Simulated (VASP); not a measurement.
**IrO2: single point with PBEsol**

IrO2:

```
Ir O
1.0
     4.49900    0.00000    0.00000
     0.00000    4.49900    0.00000
     0.00000    0.00000    3.14600
Ir O
2 4
Direct
  0.00000 0.00000 0.00000
  0.50000 0.50000 0.50000
  0.31100 0.31100 0.00000
  0.18900 0.81100 0.50000
  0.68900 0.68900 0.00000
  0.81100 0.18900 0.50000
```

```yaml
Program: VASP 6.6.1
Task: single point
Functional: PBEsol
Potentials_or_basis: VASP PAW PBE potentials, release 64 (Ir, O)
Cutoff: 520 eV
k_mesh: 5 × 5 × 7
Occupations: gaussian, width 0.05 eV
Spin: collinear spin, typed start
Starting_moments: "[5.0, 5.0, 0.0, 0.0, 0.0, 0.0] μB"
Dipole_correction: no
Further_INCAR_settings: ALGO = Fast; EDIFF = 1e-07; NBANDS = 34
```

* Pressure: 1.0 GPa
* Largest force: 0.596 eV/Å
* Band gap on the k mesh: none (metal or under the smearing width)
* Net moment: 0.37 μB per cell
* Site moments: Ir +0.11; O +0.03 μB
* Valence electrons inside the program's atomic spheres: Ir 8.38; O 4.99

Forces in eV/Å, atoms in the order of the input:
```
Ir   0.000  0.000  0.000
Ir   0.000  0.000  0.000
O   -0.421 -0.421  0.000
O    0.421 -0.421  0.000
O    0.421  0.421  0.000
O   -0.421  0.421  0.000
```

Stress tensor (GPa, compression positive):
```
-1.44  0.00  0.00
 0.00 -1.44  0.00
 0.00  0.00  6.00
```

Levels at points of the mesh, in eV from the Fermi level:
Spin up:
```csv
k point,band 19,band 20,band 21,band 22,band 23,band 24
"(0.00, 0.00, 0.00)",-2.54,-2.27,-2.22,0.63,1.16,4.02
```
Spin down:
| k point | band 19 | band 20 | band 21 | band 22 | band 23 | band 24 |
| --- | --- | --- | --- | --- | --- | --- |
| (0.00, 0.00, 0.00) | -2.45 | -2.17 | -2.14 | 0.69 | 1.31 | 4.07 |

Run time: 45 s on 1 thread of Intel(R) Xeon(R) 6975P-C (Granite Rapids), on a shared host, peak memory 0.24 GiB.

Caveat: the PAW data sets were made with another functional, which shifts forces and pressure a little; the moment fell far below its start of 5 μB, so a state of higher moment may lie lower in energy. The run has no spin-orbit coupling, so splittings on Ir are missing.
